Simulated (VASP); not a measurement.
**BN under changes of volume**

One of the cells (6.365 Å³/atom); the others are scaled copies at fixed shape and fractional positions:

```
N B
1.0
     4.45352    0.00000    0.00000
     0.00000    4.45352    0.00000
     0.00000    0.00000    2.56725
N B
4 4
Direct
  0.18740 0.18740 0.50000
  0.68740 0.31260 0.00000
  0.31260 0.68740 0.00000
  0.81260 0.81260 0.50000
  0.82572 0.17428 0.50000
  0.67428 0.67428 0.00000
  0.32572 0.32572 0.00000
  0.17428 0.82572 0.50000
```

Measurements of this composition are mostly on another form, of space group No. 194.

- Program: VASP 6.6.1
- Functional: PBE
- Potentials or basis: VASP PAW PBE potentials, release 64 (N, B)
- Cutoff: 520 eV
- k mesh: 6 × 6 × 10
- Occupations: fermi-dirac, width 0.05 eV
- Spin: no spin polarisation

```tsv
volume (Å³/atom)	energy over the lowest point (meV/atom)	pressure (GPa)	gap on the mesh (eV)	largest force (eV/Å)
5.866	25.23	24.4	4.76	0.129
5.990	9.53	15.5	4.78	0.083
6.115	0.49	7.3	4.79	0.039
6.365	0.00	-6.8	4.82	0.041
6.490	?	?	?	?
6.614	19.65	-18.5	4.84	0.114
```

Problem. What does the run at 6.490 Å³/atom give?

Solution. Energy over the lowest point 7.54 meV/atom; pressure -12.9 GPa; gap on the mesh 4.83 eV; largest force 0.078 eV/Å.

Worked out: A Birch-Murnaghan fit of order 3 (a polynomial in V^(-2/3)) to the other rows has its minimum at 6.24 Å³/atom with B0 = V·E''(V) = 354 GPa and B' = 3.8 at fixed shape and positions, which overstates the stiffness. It gives 7.60 meV/atom at 6.490 Å³/atom, against the run's 7.54, and -dE/dV = -12.8 GPa, against -12.9. A straight line through the other rows of the gap, of slope 0.66 eV per unit of ln V, gives 4.83 eV, against the run's 4.83.

Energies are extrapolated to zero smearing.

A mesh can miss the band edges.
